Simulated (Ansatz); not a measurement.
Crystal: MgS (Niningerite).

```
S Mg
1.0
     0.00000    2.60165    2.60165
     2.60165    0.00000    2.60165
     2.60165    2.60165    0.00000
S Mg
1 1
Direct
  0.50000 0.50000 0.50000
  0.00000 0.00000 0.00000
```

Base run:

| Item | Value |
| --- | --- |
| Program | Ansatz 0.2.0 |
| Functional | PBE0 |
| Potentials or basis | Ansatz PAW |
| Cutoff | 420 eV (not typed: the program's choice for these potentials) |
| k mesh | 5 × 5 × 5 |
| Occupations | fermi-dirac, width 0.05 eV |
| Spin | no spin polarisation |

Its results: band gap on the k mesh 4.97 eV, indirect (least direct gap 5.54 eV); pressure -0.3 GPa.

**Question.** After a change of settings the same cell gave: band gap on the k mesh 6.02 eV, indirect (least direct gap 6.69 eV); pressure -1.1 GPa. Which change was it?
A. functional from PBE0 to BLYP
B. functional from PBE0 to r2SCAN0 form with a typed share of exact exchange; cutoff from 420 eV (not typed: the program's choice for these potentials) to 500 eV (not typed: the program's choice for these potentials)
C. functional from PBE0 to r2SCAN; cutoff from 420 eV (not typed: the program's choice for these potentials) to 500 eV (not typed: the program's choice for these potentials)
D. functional from PBE0 to revPBE

**Answer.** B.

Caveats: odd divisions of the mesh miss points on the zone boundary, where band edges often lie, so the gap on the mesh can be too wide; the PAW data sets come from PBE, with cores solved anew for the run's functional, which leaves a small shift of forces and pressure; the thresholds are loose for stress; the density of states is complete only up to the lowest level of the last band computed (some runs).
